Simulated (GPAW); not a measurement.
Set up this calculation in GPAW 26.7.0, as an ASE script.

```
Task                : single point
Functional          : PBE
Potentials or basis : GPAW PAW data sets (gpaw-data 1.2.1)
Cutoff              : 600 eV
Basis               : pw
k mesh              : 8 × 8 × 8
Occupations         : gaussian, width 0.029 eV
Spin                : no spin polarisation
Maxiter             : 150
```

The system is CdSe.

```
CELL_PARAMETERS angstrom
0.00000 3.07027 3.07027
3.07027 0.00000 3.07027
3.07027 3.07027 0.00000
ATOMIC_POSITIONS crystal
Cd 0.00000 0.00000 0.00000
Se 0.25000 0.25000 0.25000
```

Measurements of this composition are mostly on another form, of space group No. 186.

One way to write it, as run:

run.py

```python
from ase import Atoms
from ase.dft.bandgap import bandgap
from ase.io import write
from ase.units import GPa
from gpaw import GPAW, PW

atoms = Atoms(['Cd', 'Se'],
              cell=[[0.0, 3.0702711986, 3.0702711986],
                    [3.0702711986, 0.0, 3.0702711986],
                    [3.0702711986, 3.0702711986, 0.0]],
              scaled_positions=[[0.0, 0.0, 0.0],
                                [0.25, 0.25, 0.25]],
              pbc=True)

calc = GPAW(mode=PW(600),
            xc='PBE',
            kpts={'size': (8, 8, 8), 'gamma': True},
            occupations={'name': 'methfessel-paxton', 'order': 0, 'width': 0.028999999999999998},
            nbands=18,
            convergence={'density': 1e-05, 'energy': 1e-05},
            maxiter=150,
            txt='gpaw.txt')
atoms.calc = calc
energy = atoms.get_potential_energy()
forces = atoms.get_forces()
stress = atoms.get_stress()
calc.write('gs.gpw')
write('result.traj', atoms)
print(f'Energy: {energy:.6f} eV')
print('Forces (eV/A):')
print(forces.round(4))
print('Stress (GPa):', (stress / GPa).round(3))
print('Fermi level:', round(calc.get_fermi_level(), 4), 'eV')
print(f'Gap: {bandgap(calc)[0]:.4f} eV, direct: {bandgap(calc, direct=True)[0]:.4f} eV')
```

Potentials or basis: GPAW PAW data sets (gpaw-data 1.2.1), pw.

Command:

```bash
$ OMP_NUM_THREADS=1 python run.py
```

Results of the run:

* Pressure: 1.1 GPa
* Band gap on the k mesh: 0.54 eV, direct

Run time: 15 s on 1 thread of Arm Neoverse V1, with other jobs on the host, peak memory 0.17 GiB.
